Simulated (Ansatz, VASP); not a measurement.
Br in VASP and in Ansatz

File INCAR:

```
SYSTEM = Br
PREC     = Accurate       ! precision mode
ENCUT    = 600            ! plane-wave cutoff, eV
EDIFF    = 1E-6           ! SCF threshold, eV
ISMEAR   = -1             ! smearing method
SIGMA    = 0.1            ! smearing width, eV
LREAL    = .FALSE.        ! projectors in reciprocal space
LASPH    = .TRUE.         ! aspherical terms in the spheres
NELM     = 60             ! most SCF steps
ALGO     = Normal         ! electronic algorithm
ISIF     = 3              ! what is computed and relaxed
LWAVE    = .FALSE.        ! write WAVECAR
LCHARG   = .FALSE.        ! write CHGCAR
GGA      = CA             ! functional
IBRION   = 2              ! ionic algorithm
NSW      = 60             ! ionic steps
EDIFFG   = -0.005         ! ionic threshold
```

Contents of KPOINTS:

```
regular mesh
0
G
  12 12 12
  0 0 0
```

The input POSCAR:

```
Br
1.0
    3.0779567040      0.0000000000      0.0000000000
    0.0000000000      3.0779567040      0.0000000000
    0.0000000000      0.0000000000      3.0779567040
Br
1
Direct
    0.0000000000      0.0000000000      0.0000000000
```

Input for Ansatz:

```yaml
crystal:
  lattice:
    - [3.077956704, 0.0, 0.0]
    - [0.0, 3.077956704, 0.0]
    - [0.0, 0.0, 3.077956704]
  atoms:
    - { symbol: Br, position: [0.0, 0.0, 0.0] }
kpoints:
  mp_grid: { grid: [12, 12, 12] }
scf:
  occupations: { method: fermi_dirac, width: 0.1 }
hamiltonian:
  xc: lda
  pseudopotentials: { kind: paw }
output:
  forces: true
  stress: true
relax:
  f_tol: 0.005
  max_steps: 40
  cell: {}
```

Alike in both runs: task relaxation of cell and atoms; functional LDA; k mesh 12 × 12 × 12; occupations fermi-dirac, width 0.1 eV; no spin polarisation.

|  | VASP | Ansatz |
| --- | --- | --- |
| version | VASP 6.6.1 | Ansatz 0.2.0 |
| potentials or method | VASP PAW LDA potentials, release 64 (Br) | PAW with Ansatz's default frozen-core files, scalar-relativistic |
| plane-wave cutoff (eV) | 600 | 420 |
| valence electrons in the cell | 7 | 7 |

```csv
,VASP,Ansatz,Ansatz less VASP
relaxed volume (Å³/atom),26.65,26.61,-0.041
relaxed cell length with the largest relative difference (Å),2.987,2.986,-0.0015
energy change over the relaxation (meV/atom),-27,-28,-0.9
```

Caveats: an odd number of electrons without spin polarisation forces a metal; a magnetic or distorted state may lie lower.
